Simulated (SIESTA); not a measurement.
Input of a SIESTA 5.4.2 run:

run.py

```python
from ase.io import read
from ase.calculators.siesta import Siesta
from ase.units import Ry, GPa

atoms = read("POSCAR")

fdf = {
    'SCFMustConverge': False,
    'OccupationFunction': 'FD',
    'ElectronicTemperature': '0.05 eV',
    'MaxSCFIterations': '120',
    'SCF.Mixer.Method': 'Pulay',
    'SCF.Mixer.Weight': '0.25',
    'SCF.Mixer.History': '8',
    'SCF.DM.Tolerance': '5.0e-05',
    'SCF.H.Tolerance': '1.0e-03 eV',
    'WriteForces': 'true',
    'Charge.Mulliken': 'end',
    'PAO.Basis': ['Mo.1 5', 'n=4 0 2', '  3.228 0.000', 'n=5 0 2', '  9.095 0.000', 'n=4 1 2', '  3.722 0.000', 'n=5 1 1', '  9.095', 'n=4 2 2', '  6.762 0.000'],
}
calc = Siesta(
    label="MoS2",
    command="siesta < PREFIX.fdf > PREFIX.out",
    pseudo_path="pseudos",
    pseudo_qualifier="",
    xc=('GGA', 'RPBE'),
    basis_set="DZP",
    mesh_cutoff=800 * Ry,
    energy_shift=0.003 * Ry,
    kpts=[7, 7, 7],
    spin="non-polarized",
    fdf_arguments=fdf,
)
atoms.calc = calc

print(f"energy = {atoms.get_potential_energy():.6f} eV")
free = atoms.get_potential_energy(force_consistent=True)
print(f"free energy = {free:.6f} eV")
print("forces (eV/A):")
print(atoms.get_forces(apply_constraint=False).round(6))
print("stress (GPa, Voigt order, tension positive):", (atoms.get_stress() / GPa).round(4))
```

The input POSCAR:

```
MoS2
1.0
    1.5800000000      0.9122134253      6.1500000000
   -1.5800000000      0.9122134253      6.1500000000
    0.0000000000     -1.8244268506      6.1500000000
Mo S
1 2
Direct
    0.0000000000      0.0000000000      0.0000000000
    0.4170000000      0.4170000000      0.4170000000
    0.2500000000      0.2500000000      0.2500000000
```

Potentials or basis: PseudoDojo 0.4 standard (PBE files), DZP (energy shift 0.003 Ry; two zetas on semicore shells).

Run with:

```sh
$ python run.py
```

Task: What does it give for the largest force?

Result: 0.985 eV/Å.

Task: Predict the pressure.

Result: 10.6 GPa.

Task: What does it give for the band gap on the k mesh?

Result: 1.18 eV, indirect (least direct gap 2.18 eV).

Forces on the atoms (eV/Å):
```
Mo   0.000  0.000  0.098
S    0.000  0.000  0.887
S    0.000  0.000 -0.985
```

Caveat: the potentials were made for another functional, which shifts forces and pressure; an odd mesh through Γ misses points on the zone boundary, where band edges often lie; the basis of atomic orbitals isn't converged, which shifts pressures, moduli and gaps.
